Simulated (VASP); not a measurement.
# ZnS (P6_3mc) in VASP: further runs

The runs below take ZnS through single point, with PBE.

Program: VASP 6.6.1. These are calculated values, not measurements. Logs are shortened: lines on timing, memory, paths and dates and some standing lists are left out, and cuts for length are marked.

**The experiment to reproduce.**

A printed reference work, monograph reports, for a bulk crystal of ZnS at 4 K: band gap 3.911 eV (direct).

The runs below are set against these values where they give the same quantity.

### Step 1. The crystal as given

Symmetry: P6_3mc, No. 186, hexagonal system. Conventional cell: a = 3.811 Å, b = 3.811 Å, c = 6.234 Å, α = 90.00°, β = 90.00°, γ = 120.00°. Around Zn (site symmetry 3m) lie 4 S at 2.31 to 2.40 Å. S (site symmetry 3m) is surrounded by 4 Zn at 2.31 to 2.40 Å.

### Step 2. Single point, PBE (strained and moved within the space group)

The input, INCAR:

```
SYSTEM = ZnS
  ALGO = Normal
  EDIFF = 1E-7
  ENCUT = 520
  GGA = PE
  ISIF = 2
  ISMEAR = 0
  LASPH = .TRUE.
  LCHARG = .FALSE.
  LREAL = .FALSE.
  LWAVE = .FALSE.
  NBANDS = 26
  NELM = 100
  PREC = Accurate
  SIGMA = 0.02
```

The input, KPOINTS:

```
k-points
0
G
  9 9 6
  0 0 0
```

The input, POSCAR:

```
ZnS
1.0
    3.8561591172      0.0000000000      0.0000000000
   -1.9280795586      3.3395317564      0.0000000000
    0.0000000000      0.0000000000      6.8689329000
Zn S
2 2
Direct
    0.3333333333      0.6666666667     -0.0048123195
    0.6666666667      0.3333333333      0.4951876805
    0.3333333333      0.6666666667      0.3898123195
    0.6666666667      0.3333333333      0.8898123195
```

Potentials or basis: VASP PAW PBE potentials, release 64 (Zn, S).

Command:

```sh
cat potpaw_PBE.64/Zn/POTCAR potpaw_PBE.64/S/POTCAR > POTCAR
mpirun -np 1 vasp_std > vasp.out
```

OUTCAR:

```text
SYSTEM = ZnS
   EDIFF = 1E-7
   ENCUT = 520
   GGA = PE
   ISIF = 2
   ISMEAR = 0
   LASPH = .TRUE.
   LREAL = .FALSE.
   NELM = 100
   PREC = Accurate

 ion  position               nearest neighbor table
   1  0.333  0.667  0.995-   4 2.34   4 2.34   4 2.34   3 2.71
   2  0.667  0.333  0.495-   3 2.34   3 2.34   3 2.34   4 2.71
   3  0.333  0.667  0.390-   2 2.34   2 2.34   2 2.34   1 2.71
   4  0.667  0.333  0.890-   1 2.34   1 2.34   1 2.34   2 2.71

  LATTYP: Found a hexagonal cell.
 ALAT       =     3.8561591172
 C/A-ratio  =     1.7812887620

  Lattice vectors:

 A1 = (   3.8561591172,   0.0000000000,   0.0000000000)
 A2 = (  -1.9280795586,   3.3395317564,   0.0000000000)
 A3 = (   0.0000000000,   0.0000000000,   6.8689329000)

Analysis of symmetry for initial positions (statically):
=====================================================================
 Subroutine PRICEL returns:
 Original cell was already a primitive cell.

 Routine SETGRP: Setting up the symmetry group for a
 hexagonal supercell.

 Subroutine GETGRP returns: Found 12 space group operations
 (whereof  6 operations were pure point group operations)
 out of a pool of 24 trial point group operations.

The static configuration has the point symmetry C_3v.
 The point group associated with its full space group is C_6v.

Analysis of symmetry for dynamics (positions and initial velocities):
=====================================================================
 Subroutine PRICEL returns:
 Original cell was already a primitive cell.

 Routine SETGRP: Setting up the symmetry group for a
 hexagonal supercell.

 Subroutine GETGRP returns: Found 12 space group operations
 (whereof  6 operations were pure point group operations)
 out of a pool of 24 trial point group operations.

The dynamic configuration has the point symmetry C_3v.
 The point group associated with its full space group is C_6v.

 Subroutine INISYM returns: Found 12 space group operations
 (whereof  6 operations are pure point group operations),
 and found     1 'primitive' translations

----------------------------------------------------------------------------------------

                                     Primitive cell

  volume of cell :      88.4565

  direct lattice vectors                    reciprocal lattice vectors
     3.856159117  0.000000000  0.000000000     0.259325399  0.149721589  0.000000000
    -1.928079559  3.339531756  0.000000000     0.000000000  0.299443177  0.000000000
     0.000000000  0.000000000  6.868932900     0.000000000  0.000000000  0.145583021

  length of vectors
     3.856159117  3.856159117  6.868932900     0.299443177  0.299443177  0.145583021

  position of ions in fractional coordinates (direct lattice)
     0.333333333  0.666666667  0.995187681
     0.666666667  0.333333333  0.495187681
     0.333333333  0.666666667  0.389812320
     0.666666667  0.333333333  0.889812320

  ion indices of the primitive-cell ions
   primitive index   ion index
                 1           1
                 2           2
                 3           3
                 4           4

----------------------------------------------------------------------------------------

 KPOINTS: k-points

Automatic generation of k-mesh.
 Grid dimensions read from file:
 generate k-points for:    9    9    6

 Generating k-lattice:

  Cartesian coordinates                     Fractional coordinates (reciprocal lattice)
     0.028813933  0.016635732  0.000000000     0.111111111 -0.000000000  0.000000000
     0.000000000  0.033271464  0.000000000     0.000000000  0.111111111  0.000000000
     0.000000000  0.000000000  0.024263837     0.000000000  0.000000000  0.166666667

  Length of vectors
     0.033271464  0.033271464  0.024263837

  Shift w.r.t. Gamma in fractional coordinates (k-lattice)
     0.000000000  0.000000000  0.000000000

 Subroutine IBZKPT returns following result:
 ===========================================

 Found     48 irreducible k-points:

 Following reciprocal coordinates:
            Coordinates               Weight
  0.000000  0.000000  0.000000      1.000000
  0.111111  0.000000  0.000000      6.000000
  0.222222  0.000000  0.000000      6.000000
  0.333333  0.000000  0.000000      6.000000
  0.444444  0.000000  0.000000      6.000000
  0.111111  0.111111  0.000000      6.000000
[... 16 lines left out ...]
  0.333333  0.222222  0.166667     24.000000
  0.333333  0.333333  0.166667      4.000000
 [... further k-points ...]
   k-points           NKPTS =     48   k-points in BZ     NKDIM =     48   number of bands    NBANDS=     26
   number of dos      NEDOS =    301   number of ions     NIONS =      4
   total plane-waves  NPLWV =  48600
   dimension x,y,z NGX =    30 NGY =   30 NGZ =   54
   dimension x,y,z NGXF=    60 NGYF=   60 NGZF=  108
   ions per type =               2   2
   NGX,Y,Z   is equivalent  to a cutoff of  12.93, 12.93, 13.07 a.u.
   NGXF,Y,Z  is equivalent  to a cutoff of  25.87, 25.87, 26.14 a.u.
 SYSTEM =  ZnS
   PREC   = accura    normal or accurate (medium, high low for compatibility)
   ISTART =      0    job   : 0-new  1-cont  2-samecut
   ICHARG =      2    charge: 1-file 2-atom 10-const
   ISPIN  =      1    spin polarized calculation?
   LNONCOLLINEAR =      F non collinear calculations
   LSORBIT =      F    spin-orbit coupling
   LASPH  =      T    aspherical Exc in radial PAW
   ENCUT  =  520.0 eV  38.22 Ry    6.18 a.u.   7.17  7.17 12.77*2*pi/ulx,y,z
   NELM   =    100;   NELMIN=  2; NELMDL= -5     # of ELM steps
   EDIFF  = 0.1E-06   stopping-criterion for ELM
   LREAL  =      F    real-space projection
   EDIFFG = 0.1E-05   stopping-criterion for IOM
   NSW    =      0    number of steps for IOM
   IBRION =     -1    ionic relax: 0-MD 1-quasi-New 2-CG
   NFREE  =      0    steps in history (QN), initial steepest desc. (CG)
   ISIF   =      2    stress and relaxation
   ISYM   =      2    0-nonsym 1-usesym 2-fastsym
   POTIM  = 0.5000    time-step for ionic-motion
   TEBEG  =    0.0;   TEEND  =   0.0 temperature during run
   PSTRESS=    0.0 pullay stress
   NELECT =      36.0000    total number of electrons
   NUPDOWN=      -1.0000    fix difference up-down
   EMIN   =  10.00;   EMAX   =-10.00  energy-range for DOS
   EFERMI =   0.00;   METHOD = LEGACY
   ISMEAR =     0;   SIGMA  =   0.02  broadening in eV -4-tet -1-fermi 0-gaus
   EFERMI_NEDOS =   21; number of points for ismear=-14 and -15
   IALGO  =     38    algorithm
   IMIX   =      4    mixing-type and parameters
     AMIX     =   0.40;   BMIX     =  1.00
     AMIX_MAG =   1.60;   BMIX_MAG =  1.00
  volume/ion in A,a.u.               =      22.11       149.23
  Fermi-wavevector in a.u.,A,eV,Ry     =   1.213200  2.292616 20.025792  1.471854
  Thomas-Fermi vector in A             =   2.348660
   LORBIT       =      0    0 simple, 1 ext, 2 COOP (PROOUT), +10 PAW based schemes
   GGA     = PE    functional components
   LHFCALC =     F    Hartree Fock is set to
   AEXX    =    0.0000 exact exchange contribution
   IVDW    =     0    specifies the selected vdW correction
   LEPSILON=     F    determine dielectric tensor
   LRPA    =     F    only Hartree local field effects (RPA)
 non-spin polarized calculation
 Gauss-broadening in eV      SIGMA  =   0.02
  energy-cutoff  :      520.00
  volume of cell :       88.46
 maximum number of plane-waves:      2414
 NGX is ok and might be reduce to    30
   NGX = 15   NGY = 15   NGZ = 25

 number of electron      36.0000028 magnetization

 Free energy of the ion-electron system (eV)
  ---------------------------------------------------
  ext. energy  EPLUGINS =         0.00000000
  ---------------------------------------------------
  free energy    TOTEN  =       -13.40427188 eV

  energy without entropy =      -13.40427188  energy(sigma->0) =      -13.40427188

 E-fermi :   1.2956     XC(G=0):  -9.0786

 val. band max:        1.1563761861   @ k =   0.0000   0.0000   0.0000
 cond. band min:       2.8864212011   @ k =   0.0000   0.0000   0.0000
 fundamental gap:      1.7300450149
 Fermi energy:         1.2956070163

 k-point     1 :       0.0000    0.0000    0.0000
  band No.  band energies     occupation
      1     -11.3859      2.00000
      2     -10.8479      2.00000
      3      -4.9668      2.00000
      4      -4.9668      2.00000
      5      -4.9359      2.00000
      6      -4.9359      2.00000
[... 18 lines left out ...]
     25       8.6814      0.00000
     26       9.2053      0.00000

 k-point     2 :       0.1111    0.0000    0.0000
  band No.  band energies     occupation
      1     -11.3102      2.00000
      2     -10.7935      2.00000
      3      -4.9674      2.00000
      4      -4.9467      2.00000
      5      -4.9283      2.00000
      6      -4.9130      2.00000
[... 18 lines left out ...]
     25       8.9618      0.00000
     26       9.0448      0.00000

 k-point     3 :       0.2222    0.0000    0.0000
  band No.  band energies     occupation
      1     -11.1045      2.00000
      2     -10.6537      2.00000
      3      -4.9549      2.00000
      4      -4.8976      2.00000
      5      -4.8963      2.00000
      6      -4.8538      2.00000
[... 18 lines left out ...]
     25       9.0345      0.00000
     26       9.6366      0.00000

 k-point     4 :       0.3333    0.0000    0.0000
  band No.  band energies     occupation
      1     -10.8358      2.00000
      2     -10.4971      2.00000
      3      -4.9094      2.00000
      4      -4.8475      2.00000
      5      -4.8326      2.00000
      6      -4.7853      2.00000
[... 18 lines left out ...]
     25       9.5561      0.00000
     26      10.5130      0.00000
[... 496 lines left out ...]
      1     -10.6868      2.00000
      2     -10.4532      2.00000
      3      -4.8545      2.00000
      4      -4.8150      2.00000
      5      -4.7605      2.00000
      6      -4.7551      2.00000
[... 18 lines left out ...]
     25       9.2609      0.00000
     26      10.2983      0.00000

 k-point    23 :       0.3333    0.2222    0.1667
  band No.  band energies     occupation
      1     -10.5119      2.00000
      2     -10.3945      2.00000
      3      -4.8474      2.00000
      4      -4.7555      2.00000
      5      -4.7276      2.00000
      6      -4.6682      2.00000
[... 18 lines left out ...]
     25      10.1917      0.00000
     26      10.7215      0.00000

 k-point    24 :       0.3333    0.3333    0.1667
  band No.  band energies     occupation
      1     -10.4129      2.00000
      2     -10.4129      2.00000
      3      -4.8475      2.00000
      4      -4.7239      2.00000
      5      -4.6788      2.00000
      6      -4.6788      2.00000
[... 18 lines left out ...]
     25      10.6820      0.00000
     26      10.6820      0.00000

 [... further k-points ...]

------------------------ aborting loop because EDIFF is reached ----------------------------------------

  FORCE on cell =-STRESS in cart. coord.  units (eV):
  Direction    XX          YY          ZZ          XY          YZ          ZX
  --------------------------------------------------------------------------------------
  -------------------------------------------------------------------------------------
  Total       -0.5311144     -0.5311144     -3.9975832      0.0000000      0.0000000      0.0000000
  in kB       -9.6198629     -9.6198629    -72.4066235      0.0000000      0.0000000      0.0000000
  external PRESSURE =     -30.5487831 kB  Pullay stress =       0.0000000 kB

 VOLUME and BASIS-vectors are now :
 -----------------------------------------------------------------------------
  energy-cutoff  :      520.00
  volume of cell :       88.46
      direct lattice vectors                 reciprocal lattice vectors
     3.856159117  0.000000000  0.000000000     0.259325399  0.149721589  0.000000000
    -1.928079559  3.339531756  0.000000000     0.000000000  0.299443177  0.000000000
     0.000000000  0.000000000  6.868932900     0.000000000  0.000000000  0.145583021

 POSITION                                       TOTAL-FORCE (eV/Angst)
 -----------------------------------------------------------------------------------
     -0.00000      2.22635      6.83588         0.000000     -0.000000      0.298158
      1.92808      1.11318      3.40141        -0.000000      0.000000      0.298158
     -0.00000      2.22635      2.67759        -0.000000      0.000000     -0.298158
      1.92808      1.11318      6.11206         0.000000     -0.000000     -0.298158
 -----------------------------------------------------------------------------------
    total drift:                               -0.000000     -0.000000      0.000743

  FREE ENERGIE OF THE ION-ELECTRON SYSTEM (eV)
  ---------------------------------------------------
  free  energy   TOTEN  =       -13.4042718816 eV

  energy  without entropy=      -13.4042718816  energy(sigma->0) =      -13.40427188
```

Wall time 99 s (1 thread of Intel Xeon Platinum 8488C (Sapphire Rapids), shared host); peak memory 0.26 GiB.

Results:

```
Free energy            : -13.4043 eV
Pressure               : -3.1 GPa
Largest force          : 0.298 eV/Å
Band gap on the k mesh : 1.73 eV, direct
```

Forces in eV/Å, atoms in the order of the input:
```
Zn   0.000  0.000  0.298
Zn   0.000  0.000  0.298
S    0.000  0.000 -0.298
S    0.000  0.000 -0.298
```

Levels at points of the mesh, in eV from the valence-band top:
| k point | band 16 | band 17 | band 18 | band 19 | band 20 | band 21 |
| --- | --- | --- | --- | --- | --- | --- |
| (0.00, 0.00, 0.00) | -0.26 | 0.00 | 0.00 | 1.73 | 3.15 | 6.00 |
| (0.00, 0.00, 0.50) | -0.24 | -0.24 | -0.24 | 3.26 | 3.26 | 6.20 |

Caveat: an odd mesh through Γ misses points on the zone boundary, where band edges often lie.

(Part 1 of 2 ends here.)
